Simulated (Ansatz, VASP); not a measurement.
## Two plane-wave programs on Ta

The input POSCAR:

```
Ta
1.0
   -1.6724900000      1.6724900000      1.6724900000
    1.6724900000     -1.6724900000      1.6724900000
    1.6724900000      1.6724900000     -1.6724900000
Ta
1
Direct
    0.0000000000      0.0000000000      0.0000000000
```

The input INCAR.step1:

```
SYSTEM = Ta
PREC = Accurate
ENCUT = 600
ISMEAR = 1
SIGMA = 0.0905
LREAL = .False.
LASPH = .True.
NELM = 100
GGA = PE
ALGO = Normal
EDIFF = 1E-4
LWAVE = .True.
LCHARG = .False.
```

File INCAR.step2:

```
SYSTEM = Ta
PREC = Accurate
ENCUT = 600
EDIFF = 1E-6
ISMEAR = 1
SIGMA = 0.0905
LREAL = .False.
LASPH = .True.
NELM = 100
ALGO = Normal
ISIF = 3
LWAVE = .False.
LCHARG = .False.
METAGGA = R2SCAN
LMIXTAU = .True.
IBRION = 2
NSW = 60
EDIFFG = -0.01
ISTART = 1
```

Contents of KPOINTS:

```
regular mesh
0
Gamma
  11 11 11
  0 0 0
```

Input for Ansatz:

```yaml
crystal:
  lattice:
    - [-1.67249, 1.67249, 1.67249]
    - [1.67249, -1.67249, 1.67249]
    - [1.67249, 1.67249, -1.67249]
  atoms:
    - { symbol: Ta, position: [0.0, 0.0, 0.0] }
  symmetry: { tolerance: 0.0003 }
kpoints:
  mp_grid: { grid: [11, 11, 11], shift: [0, 0, 0] }
magnetization:
  spin_polarized: false
scf:
  occupations: { method: methfessel_paxton, width: 0.0905 }
  lower_state_search: "off"
hamiltonian:
  pseudopotentials: { kind: paw }
  xc: r2scan
basis:
  ecutwfc: 500
  fft_grid_basis: typed
relax:
  max_steps: 40
  cell: { p_target: 0.0 }
output:
  forces: true
  stress: true
  eigenvalues: true
  bader: true
  populations: true
  elf: true
  write_potential: true
  volumetric_format: npy
  dos:
    e_range: [-12, 8]
    de: 0.05
    projected: { site_lists: { Ta: [Ta] } }
  write_density: true
checkpoint:
  read: saved_state
```

Alike in both runs: task relaxation of cell and atoms; functional r2SCAN; k mesh 11 × 11 × 11; occupations methfessel-paxton of order 1, width 0.0905 eV; no spin polarisation.

|  | VASP | Ansatz |
| --- | --- | --- |
| version | VASP 6.6.1 | Ansatz 0.2.0 |
| potentials or method | VASP PAW PBE potentials, release 64 (Ta_pv) | PAW plane waves |
| plane-wave cutoff (eV) | 600 | 500 |
| valence electrons in the cell | 11 | 13 |

```csv
,VASP,Ansatz,Ansatz less VASP
relaxed volume (Å³/atom),18.06,18.00,-0.060
relaxed cell length with the largest relative difference (Å),2.863,2.859,-0.0032
energy change over the relaxation (meV/atom),-14,-17,-2.3
```

The two sets of potentials don't hold the same shells in valence.

Caveats: the PAW data sets were made with another functional, which shifts forces and pressure a little (VASP). Spin-orbit coupling is left out, which matters for the levels of Ta.
